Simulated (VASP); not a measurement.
InP:

```
CELL_PARAMETERS angstrom
0.00000 2.93050 2.93050
2.93050 0.00000 2.93050
2.93050 2.93050 0.00000
ATOMIC_POSITIONS crystal
In 0.00000 0.00000 0.00000
P 0.75000 0.75000 0.75000
```

Base run:

- Program: VASP 6.6.1
- Functional: PBE
- Potentials or basis: VASP PAW PBE potentials, release 64 (In_d, P)
- Cutoff: 900 eV
- k mesh: 8 × 8 × 8
- Occupations: fermi-dirac, width 0.05 eV
- Spin: no spin polarisation

Its results: band gap on the k mesh 0.71 eV, direct.

Task: After a change of settings the same cell gave: band gap on the k mesh 1.17 eV, direct. Which change was it?
A. cutoff from 900 eV to 520 eV; further incar settings from ALGO = Normal; EDIFF = 1e-06; NBANDS = 16 to ALGO = Normal; EDIFF = 1e-08; IBRION = 8
B. cutoff from 900 eV to 520 eV; further incar settings from ALGO = Normal; EDIFF = 1e-06; NBANDS = 16 to ALGO = Normal; EDIFF = 1e-07; NBANDS = 16
C. functional from PBE to r2SCAN; cutoff from 900 eV to 520 eV
D. cutoff from 900 eV to 520 eV; occupations from fermi-dirac, width 0.05 eV to gaussian, width 0.017 eV; further incar settings from ALGO = Normal; EDIFF = 1e-06; NBANDS = 16 to ALGO = Fast; EDIFF = 1e-06

Result: C.

r2SCAN gives the wider gap, since meta-GGAs in the generalised Kohn-Sham scheme recover part of the derivative discontinuity.

Caveats: spin-orbit coupling is left out, which moves the levels of the heavy elements.

Not every run made on this cell is shown here.
